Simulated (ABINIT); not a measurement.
# Quasiparticle gap of AlN (F-43m) in ABINIT

Wanted: ground state, empty states, screening and self-energy for AlN (F-43m).

Program: ABINIT 10.8.3. Level of theory: LDA and many-body steps on it, plane waves. Results are calculated unless marked as measured.

This is a report of a sequence of runs, with most program output left out.

**1. Starting point**

The structure is cubic, space group F-43m (No. 216). Conventional cell: a = 4.368 Å, b = 4.368 Å, c = 4.368 Å, α = 90.00°, β = 90.00°, γ = 90.00°. Nearest to Al lie 4 N at 1.89 Å. N has 4 Al at 1.89 Å nearest. Farther neighbours and most contacts between anions are not listed.

The cell and positions are those that the Materials Project relaxed with its own functionals (PBE, PBE+U or r2SCAN), kept fixed. This is not the form that AlN usually takes at ambient conditions.

**2. Ground state**

This step: ABINIT 10.8.3; DFT, LDA, plane waves, norm-conserving pseudopotentials.

The ground-state density comes first.

run.abi

```
acell 3*1.0 Angstrom
rprim 
  -0.000000000000 2.183993559600 2.183993559600
  2.183993559600 -0.000000000000 2.183993559600
  2.183993559600 2.183993559600 -0.000000000000
ntypat 2
znucl 13 7
natom 2
typat 1 2
xred 
  0.000000000000 0.000000000000 0.000000000000
  0.750000000000 0.750000000000 0.750000000000
pp_dirpath "pseudos"
pseudos "Al.upf, N.upf"
ecut 36
ngkpt 8 8 8
nshiftk 1
shiftk 0 0 0
kptopt 1
chksymbreak 0
nband 9
occopt 1
tolvrs 1e-10
nstep 60
prtwf 0
indata_prefix "in"
outdata_prefix "out"
tmpdata_prefix "tmp"
```

Command:

```sh
$ OMP_NUM_THREADS=1 mpirun -n 8 abinit run.abi > log
```

It took 2.6 s on 8 MPI ranks of Arm Neoverse V2, shared host; peak memory 0.07 GiB; 20 s of CPU time.

This step gave:

* total energy: -349.4372 eV
* gap: 3.259 eV
* k of the valence top: 0, 0, 0
* k of the conduction bottom: 0.5, 0.5, 0
* least direct gap: 4.243 eV
* pressure: -5.283 GPa

The gap is indirect, with the least direct gap 0.98 eV higher.

The cutoff was set for levels, not for stress, so the pressure can be off by some GPa.

**3. Bands along the symmetry lines**

Levels along a band path, at the cheap level, show where the edges lie and whether the meshes to come will hold them.

run.abi

```
acell 3*1.0 Angstrom
rprim 
  -0.000000000000 2.183993559600 2.183993559600
  2.183993559600 -0.000000000000 2.183993559600
  2.183993559600 2.183993559600 -0.000000000000
ntypat 2
znucl 13 7
natom 2
typat 1 2
xred 
  0.000000000000 0.000000000000 0.000000000000
  0.750000000000 0.750000000000 0.750000000000
pp_dirpath "pseudos"
pseudos "Al.upf, N.upf"
ecut 36
iscf -2
irdden 1
kptopt 0
nkpt 50
kpt 
  0.00000000 0.00000000 0.00000000
  -0.06250000 -0.06250000 0.00000000
  -0.12500000 -0.12500000 0.00000000
  -0.18750000 -0.18750000 0.00000000
  -0.25000000 -0.25000000 0.00000000
  -0.31250000 -0.31250000 0.00000000
  -0.37500000 -0.37500000 0.00000000
  -0.43750000 -0.43750000 0.00000000
  -0.50000000 -0.50000000 0.00000000
  -0.48437500 -0.48437500 0.03125000
  -0.46875000 -0.46875000 0.06250000
  -0.45312500 -0.45312500 0.09375000
  -0.43750000 -0.43750000 0.12500000
  -0.42187500 -0.42187500 0.15625000
  -0.40625000 -0.40625000 0.18750000
  -0.39062500 -0.39062500 0.21875000
  -0.37500000 -0.37500000 0.25000000
  -0.37500000 0.00000000 0.37500000
  -0.32812500 0.00000000 0.32812500
  -0.28125000 0.00000000 0.28125000
  -0.23437500 0.00000000 0.23437500
  -0.18750000 0.00000000 0.18750000
  -0.14062500 0.00000000 0.14062500
  -0.09375000 0.00000000 0.09375000
  -0.04687500 0.00000000 0.04687500
  0.00000000 0.00000000 0.00000000
  0.00000000 0.00000000 0.06250000
  0.00000000 0.00000000 0.12500000
  0.00000000 0.00000000 0.18750000
  0.00000000 0.00000000 0.25000000
  0.00000000 0.00000000 0.31250000
  0.00000000 0.00000000 0.37500000
  0.00000000 0.00000000 0.43750000
  0.00000000 0.00000000 0.50000000
  -0.06250000 -0.03125000 0.46875000
  -0.12500000 -0.06250000 0.43750000
  -0.18750000 -0.09375000 0.40625000
  -0.25000000 -0.12500000 0.37500000
  -0.31250000 -0.15625000 0.34375000
  -0.37500000 -0.18750000 0.31250000
  -0.43750000 -0.21875000 0.28125000
  -0.50000000 -0.25000000 0.25000000
  -0.50000000 -0.28125000 0.21875000
  -0.50000000 -0.31250000 0.18750000
  -0.50000000 -0.34375000 0.15625000
  -0.50000000 -0.37500000 0.12500000
  -0.50000000 -0.40625000 0.09375000
  -0.50000000 -0.43750000 0.06250000
  -0.50000000 -0.46875000 0.03125000
  -0.50000000 -0.50000000 0.00000000
istwfk *1
nband 14
nbdbuf 5
tolwfr 1e-07
nstep 50
prtwf 0
prtvol 0
indata_prefix "in"
outdata_prefix "out"
tmpdata_prefix "tmp"
```

It took 2.5 s on 8 MPI ranks; peak memory 0.07 GiB; 19 s of CPU time.

This step gave:

```
gap                        : 3.259 eV
k of the valence top       : 0, 0, 0
k of the conduction bottom : -0.5, -0.5, 0
least direct gap           : 4.243 eV
```

The gap is 3.259 eV, as in the run before at this level.

The electronic bands at the labelled points (eV, zero at the top of the highest filled band; v1 is the highest filled band, c1 the lowest empty one):

| point | v4 | v3 | v2 | v1 | c1 | c2 | c3 | c4 |
| --- | --- | --- | --- | --- | --- | --- | --- | --- |
| Γ | -14.81 | 0.00 | 0.00 | 0.00 | 4.24 | 12.36 | 12.36 | 12.36 |
| halfway | -13.66 | -2.87 | -0.99 | -0.99 | 5.92 | 10.07 | 11.39 | 13.80 |
| X | -12.03 | -4.95 | -1.80 | -1.80 | 3.26 | 8.44 | 13.72 | 15.47 |
| halfway | -12.02 | -4.78 | -2.50 | -1.69 | 3.89 | 8.99 | 13.47 | 15.02 |
| U | -12.05 | -4.30 | -3.67 | -1.39 | 5.09 | 9.96 | 12.86 | 13.99 |
| jump to K | -12.05 | -4.30 | -3.67 | -1.39 | 5.09 | 9.96 | 12.86 | 13.99 |
| halfway | -13.55 | -3.54 | -1.52 | -0.21 | 7.31 | 10.14 | 11.22 | 12.41 |
| Γ | -14.81 | 0.00 | 0.00 | 0.00 | 4.24 | 12.36 | 12.36 | 12.36 |
| halfway | -13.94 | -3.26 | -0.26 | -0.26 | 6.43 | 10.80 | 12.16 | 12.16 |
| L | -12.69 | -5.91 | -0.49 | -0.49 | 7.28 | 9.77 | 11.01 | 11.01 |
| halfway | -12.36 | -5.19 | -2.25 | -1.13 | 7.02 | 9.14 | 11.99 | 12.52 |
| W | -11.97 | -3.83 | -3.48 | -2.73 | 5.98 | 11.28 | 11.84 | 11.95 |
| halfway | -12.00 | -4.61 | -2.43 | -2.32 | 4.51 | 9.49 | 13.21 | 13.72 |
| X | -12.03 | -4.95 | -1.80 | -1.80 | 3.26 | 8.44 | 13.72 | 15.47 |

**4. Empty states on the mesh, 6×6×6 mesh, 90 bands**

The sums over transitions need many empty states on a uniform mesh; this step solves for them.

run.abi

```
acell 3*1.0 Angstrom
rprim 
  -0.000000000000 2.183993559600 2.183993559600
  2.183993559600 -0.000000000000 2.183993559600
  2.183993559600 2.183993559600 -0.000000000000
ntypat 2
znucl 13 7
natom 2
typat 1 2
xred 
  0.000000000000 0.000000000000 0.000000000000
  0.750000000000 0.750000000000 0.750000000000
pp_dirpath "pseudos"
pseudos "Al.upf, N.upf"
ecut 36
ngkpt 6 6 6
nshiftk 1
shiftk 0 0 0
kptopt 1
chksymbreak 0
irdden 1
istwfk *1
nband 90
prtvol 0
optdriver 6
gwr_task "HDIAGO"
paral_kgb 0
occopt 1
indata_prefix "in"
outdata_prefix "out"
tmpdata_prefix "tmp"
```

Elapsed: 6.6 s, on 8 MPI ranks; peak memory 1.4 GiB.

This step gave:

- gap: 3.259 eV
- k of the valence top: 0, 0, 0
- k of the conduction bottom: 0.5, 0.5, 0
- least direct gap: 4.243 eV
- k points computed: 16
- lowest point of the top converged band, above the valence top: 125.0887 eV

On this mesh the gap is 3.259 eV.

**5. Screening, 6×6×6 mesh, 82 bands, screening to 264 eV**

The RPA dielectric matrix is built and inverted for each q.

This step: RPA screening on LDA, plane waves, norm-conserving pseudopotentials.

Changes to run.abi since step 4:

```diff
@@ -20,10 +20,11 @@
 chksymbreak 0
-irdden 1
 istwfk *1
-nband 90
-prtvol 0
-optdriver 6
-gwr_task "HDIAGO"
-paral_kgb 0
 occopt 1
+irdwfk 1
+optdriver 3
+nband 82
+ecuteps 9.7
+inclvkb 2
+awtr 1
+symchi 1
 indata_prefix "in"
```

The job ended after 16 s (8 MPI ranks; peak memory 1 GiB; 2.1 min of CPU time).

Numbers from this step:

| Quantity | Value |
| --- | --- |
| ε∞ with local fields, on this mesh, along the program's q direction | 4.406 |
| the same without local fields | 4.853 |
| plasma frequency | 23.01 eV |
| plane waves in the screening matrix | 181 |

Local fields lower ε∞ by 9 %.

**6. Self-energy, 6×6×6 mesh, 82 bands, screening to 264 eV**

The self-energy is evaluated for the states that the input lists, and the levels follow from it, in one-shot runs by the linearised quasiparticle equation.

This step: G0W0 on LDA, plane waves, norm-conserving pseudopotentials.

Changes to run.abi since step 5:

```diff
@@ -23,8 +23,19 @@
 irdwfk 1
-optdriver 3
+optdriver 4
 nband 82
+gwcalctyp 0
+ecutsigx 36
+symsigma 1
+nkptgw 3
+kptgw 
+  0.0000000000 0.0000000000 0.0000000000
+  0.5000000000 0.5000000000 0.0000000000
+  0.5000000000 0.0000000000 0.0000000000
+bdgw 
+  2 8
+  3 6
+  3 6
 ecuteps 9.7
-inclvkb 2
-awtr 1
-symchi 1
+irdscr 1
+ppmodel 1
 indata_prefix "in"
```

Run time: 7.3 s. Hardware: 8 MPI ranks; peak memory 1.2 GiB; 58 s of CPU time.

Numbers from this step:

```yaml
g0w0_gap_on_the_points_computed: 4.713 eV
starting_gap_on_the_mesh: 3.259 eV
k_of_the_valence_top: 0, 0, 0
k_of_the_conduction_bottom: 0.5, 0.5, 0
z_at_the_valence_top: 0.784
z_at_the_conduction_bottom: 0.834
least_direct_g0w0_gap_on_the_computed_points: 5.777 eV
```

The gap on the mesh goes from 3.26 eV to 4.71 eV, a correction of +1.45 eV.

Limits: finite bands, cutoff and mesh. v1 is the top filled band, c1 the lowest empty one. Levels before and after the correction, in eV, zero at the valence-band top of each column:

|  | conduction bottom | valence top |
| --- | --- | --- |
| Kohn-Sham | 3.26 | 0.00 |
| G0W0 | 4.71 | 0.00 |

|  | level | energy (eV) |
| --- | --- | --- |
| Kohn-Sham | Γ v3-v1 | 0.000 |
| Kohn-Sham | Γ c1 | 4.243 |
| Kohn-Sham | Γ c2-c4 | 12.358 |
| Kohn-Sham | (0.5 0.5 0) v2-v1 | -1.796 |
| Kohn-Sham | (0.5 0.5 0) c1 | 3.259 |
| Kohn-Sham | (0.5 0.5 0) c2 | 8.443 |
| G0W0 | Γ v3-v1 | 0.000 |
| G0W0 | Γ c1 | 5.777 |
| G0W0 | Γ c2-c4 | 14.036 |
| G0W0 | (0.5 0.5 0) v2-v1 | -2.030 |
| G0W0 | (0.5 0.5 0) c1 | 4.713 |
| G0W0 | (0.5 0.5 0) c2 | 10.172 |

**7. Where the time went**

Times are wall times on 8 MPI ranks of Arm Neoverse V2, shared host, good to a factor of about two.

| step | time | share | memory (GiB) |
| --- | --- | --- | --- |
| ground state | 2.6 s | 8 % | 0.07 |
| bands along the symmetry lines | 2.5 s | 7 % | 0.07 |
| empty states on the mesh | 6.6 s | 19 % | 1.4 |
| screening | 16 s | 45 % | 1.0 |
| self-energy | 7.3 s | 21 % | 1.2 |

**8. What came out**

```
LDA gap              : 3.26 eV, indirect
G0W0 gap on the mesh : 4.71 eV
GW settings          : 6×6×6 mesh, 82 bands, screening to 264 eV, Godby-Needs plasmon pole
known limits         : not at the basis limit
```

G0W0 moves the gap on the mesh from 3.26 eV to 4.71 eV (+1.45 eV), with Z of 0.78 and 0.83 at the edges. Local fields lower the RPA ε∞ on this mesh from 4.85 to 4.41. Only 3 of the mesh's irreducible points were corrected, so a valley elsewhere could overtake. The dearest step here is «screening». Bands and cutoff are finite, so the gap is not at the basis limit. The miss can reach some tenths of an eV and take either sign; the mesh is an error of its own. In the G0W0 run levels were corrected at 3 k points alone, so a gap called «on the mesh» is the least over those, and an edge elsewhere would be missed.

[Paths, hosts, dates, memory and timing lines, banners, echoed tables and standing remarks are left out of the program output.]

[Logs are printed without paths, hosts, clocks, repeated set-up lines and the standing remarks that a program may print on its own settings, such as how far it seeks lower states.]

[Runs of the session that timed out or met a known fault of the program may be left out.]

[Hosts, paths, dates, database ids (printed as entryN), source tags and the programs' standing remarks are cut or masked in the printed files.]

[G0W0 gaps are taken among the corrected bands and points alone; a level outside them can change the order at an edge.]

[Where Ansatz stands beside ABINIT at settings called matched, ABINIT's density can come from a denser mesh and the files from another edition; pairs whose starting gaps differed by over 0.03 eV were left out, so agreement reads better than it is.]
